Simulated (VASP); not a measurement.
Here is a VASP 6.6.1 calculation.

The input INCAR:

```
PREC = Accurate ; ENCUT = 600
EDIFF = 1E-7 ; ISMEAR = 1
SIGMA = 0.1 ; LREAL = F
LASPH = T ; NELM = 80
ALGO = Normal ; ISIF = 2
LWAVE = F ; LCHARG = F
METAGGA = R2SCAN ; LMIXTAU = T
IBRION = 2 ; NSW = 40
EDIFFG = -0.01
```

Contents of KPOINTS:

```
Automatic mesh
0
Gamma
  16 16 16
```

The input POSCAR:

```
Si                                      
1.0
    0.0000000000      1.8927504022      1.8927504022
    1.8927504022      0.0000000000      1.8927504022
    1.8927504022      1.8927504022      0.0000000000
  Si            
     1
Direct
     0.0000000000000000    0.0000000000000000    0.0000000000000000
```

Potentials or basis: VASP PAW PBE potentials, release 64 (Si).

The run is started by

```sh
$ cat potpaw_PBE.64/Si/POTCAR > POTCAR
$ mpirun -np 1 vasp_std > vasp.out
```

What does it give for the band gap on the k mesh?

None (metal or under the smearing width).

Final structure:
```
CELL_PARAMETERS angstrom
0.00000 1.89275 1.89275
1.89275 0.00000 1.89275
1.89275 1.89275 0.00000
ATOMIC_POSITIONS crystal
Si 0.00000 0.00000 0.00000
```

Caveat: the relaxation stopped at its first step, so nothing moved.
